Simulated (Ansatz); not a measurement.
System: zinc-blende ZnTe. Method: Hartree–Fock (PAW; Ansatz, a first-principles code).

Total energies, extrapolated to zero smearing (they compare only within this program, potentials and cutoff; free atoms with spin allowed, lowest state found):

```tsv
system	energy (eV/atom)
zinc-blende ZnTe, relaxed	-5100.2324
free Zn atom	-3280.0585
free Te atom	-6917.5071
```

Q: Work out the cohesive energy per atom.

A: E_coh = [1 × (-3280.0585) + 1 × (-6917.5071)]/2 − (-5100.2324) = 1.45 eV/atom. The reference value is 2.45 eV/atom (measured, zero-point energy (9/8 kB θD) added and atomic spin-orbit splittings removed, spin-orbit-averaged atoms; as tabulated in Albrecht et al. (1997), arXiv:cond-mat/9706128), not set against a level without spin–orbit coupling.

Spin–orbit coupling is left out; its size isn't shown.

The PAW data were made under PBE.

Note: the cell is over a tenth larger than the published one (another phase or state, or a fault of the published cell, is possible).
